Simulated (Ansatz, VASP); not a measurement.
RbBr in VASP and in Ansatz

The input INCAR:

```
SYSTEM = RbBr
PREC = Accurate ; ENCUT = 520
EDIFF = 1E-7 ; ISMEAR = -1
SIGMA = 0.02 ; LREAL = .False.
LASPH = .True. ; NELM = 60
ALGO = Normal ; ISIF = 2
LWAVE = .False. ; LCHARG = .False.
GGA = PE ; NBANDS = 15
```

The input KPOINTS:

```
regular mesh
0
Gamma
  6 6 6
  0 0 0
```

Contents of POSCAR:

```
RbBr
1.0
    0.0000000000      3.8694968646      3.8694968646
    3.9569474938      0.0000000000      3.8694968646
    3.9569474938      3.8694968646      0.0000000000
Rb Br
1 1
Direct
    0.0000000000      0.0000000000      0.0000000000
    0.2500000000      0.2500000000      0.2500000000
```

Input for Ansatz:

```yaml
crystal:
  lattice:
    - [0.0, 3.8694968646, 3.8694968646]
    - [3.9569474938, 0.0, 3.8694968646]
    - [3.9569474938, 3.8694968646, 0.0]
  atoms:
    - { symbol: Rb, position: [0.0, 0.0, 0.0] }
    - { symbol: Br, position: [0.25, 0.25, 0.25] }
kpoints:
  mp_grid: { grid: [6, 6, 6] }
  band_path:
    path:
      - [0.0, 0.0, 0.0]
      - [-0.5, -0.5, 0.0]
      - [-0.375, -0.375, 0.25]
      - [-0.375, 0.0, 0.375]
      - [0.0, 0.0, 0.5]
      - [-0.5, -0.25, 0.25]
      - [0.0, 0.5, 0.5]
    npoints: 1
hamiltonian:
  xc: pbe
scf:
  occupations: { method: fermi_dirac, width: 0.02 }
  n_extra_bands: 4
output:
  forces: true
  stress: true
  eigenvalues: true
  write_density: true
  write_potential: true
  elf: true
  volumetric_format: npy
```

Change from the starting cell: uniaxial_x strain +2.3%.

Alike in both runs: task single point; functional PBE; k mesh 6 × 6 × 6; occupations fermi-dirac, width 0.02 eV; no spin polarisation.

```csv
,VASP,Ansatz
version,VASP 6.6.1,Ansatz 0.2.0
potentials or method,"VASP PAW PBE potentials, release 64 (Rb_sv, Br)","plane waves, PAW"
plane-wave cutoff (eV),520,420
valence electrons in the cell,16,16
```

Ansatz gave:

| Item | Value |
| --- | --- |
| gap on the k mesh at the Fermi level (eV) | 4.03 |
| pressure (GPa) | 0.0 |

**Question.** What did VASP give for the same quantities?

**Answer.** gap on the k mesh at the Fermi level (eV): 4.04; pressure (GPa): 0.0.

The functional is the same, so the differences come from potentials, cutoffs and numerics. Ansatz warned: «xc_potential_rough_in_thin_density».

A k mesh can miss the band edges.
